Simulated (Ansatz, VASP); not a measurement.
**Ni in VASP and in Ansatz**

Contents of INCAR:

```
  PREC = Accurate
  ENCUT = 520
  EDIFF = 1E-6
  ISMEAR = -1
  SIGMA = 0.1
  LREAL = False
  LASPH = True
  NELM = 100
  ALGO = Normal
  ISIF = 2
  LWAVE = False
  LCHARG = False
  GGA = CA
  NBANDS = 11
```

The input KPOINTS:

```
regular mesh
0
Gamma
  16 16 16
```

File POSCAR:

```
Ni
1.0
    2.3458012440      0.0000000000      0.0000000000
    0.0000000000      2.3458012440      0.0000000000
    0.0000000000      0.0000000000      2.3458012440
Ni
1
Direct
    0.0000000000      0.0000000000      0.0000000000
```

Input for Ansatz:

```yaml
crystal:
  lattice:
    - [2.345801244, 0.0, 0.0]
    - [0.0, 2.345801244, 0.0]
    - [0.0, 0.0, 2.345801244]
  atoms:
    - { symbol: Ni, position: [0.0, 0.0, 0.0] }
hamiltonian:
  xc: lda
  pseudopotentials:
    kind: paw
    azcp:
      Ni: "pseudopotentials/Ni.paw.azcp"
basis:
  ecutwfc: 420
  fft_grid_basis: typed
kpoints:
  mp_grid: { grid: [16, 16, 16], shift: [0, 0, 0] }
magnetization:
  spin_polarized: false
scf:
  occupations: { method: fermi_dirac, width: 0.1 }
  lower_state_search: "off"
output:
  stress: true
```

Alike in both runs: task single point; functional LDA; k mesh 16 × 16 × 16; occupations fermi-dirac, width 0.1 eV; no spin polarisation.

```csv
,VASP,Ansatz
version,VASP 6.6.1,Ansatz 0.2.0
potentials or method,"VASP PAW LDA potentials, release 64 (Ni)","plane waves (420 eV) with PAW, scalar-relativistic"
plane-wave cutoff (eV),520,420
valence electrons in the cell,10,18
```

VASP gave:

| Item | Value |
| --- | --- |
| pressure (GPa) | -16.2 |

Q: What did Ansatz give for the same quantities?

A: Pressure (GPa): -16.4.

The two sets of potentials don't hold the same shells in valence. Ansatz warned: «pseudo_functional_mismatch».

Caveats: so large a pressure means that the cell lies far from this level's equilibrium, or that cutoff or potentials fall short (VASP); the run has no spin polarisation, though such a crystal can be magnetic. Spin polarisation is off, so any magnetic state and its effect on volume and gap are missing.
